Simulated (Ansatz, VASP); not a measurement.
**HfH2: VASP beside Ansatz**

```
Hf H
1.0
    -1.73900    1.73900    2.18050
     1.73900   -1.73900    2.18050
     1.73900    1.73900   -2.18050
Hf H
1 2
Cartesian
  0.0000 0.0000 0.0000
  0.0000 1.7390 1.0902
  1.7390 0.0000 1.0902
```

Alike in both runs: task single point; functional LDA; k mesh 22 × 22 × 22; occupations gaussian, width 0.15 eV; no spin polarisation.

|  | VASP | Ansatz |
| --- | --- | --- |
| version | VASP 6.6.1 | Ansatz 0.2.0 |
| potentials or method | VASP PAW LDA potentials, release 64 (Hf_pv, H) | scalar-relativistic, plane waves, PAW |
| plane-wave cutoff (eV) | 520 | 420 |
| valence electrons in the cell | 12 | 28 |

```csv
,VASP,Ansatz,Ansatz less VASP
gap on the k mesh at the Fermi level (eV),none,none,-
pressure (GPa),-8.4,-8.4,+0.06
largest component of the traceless stress (GPa),0.49,0.50,+0.009
```

A gap of «none» marks a metal or a gap that the smearing closes. The two sets of potentials don't hold the same shells in valence.

The runs have no spin-orbit coupling, so splittings on Hf are missing.
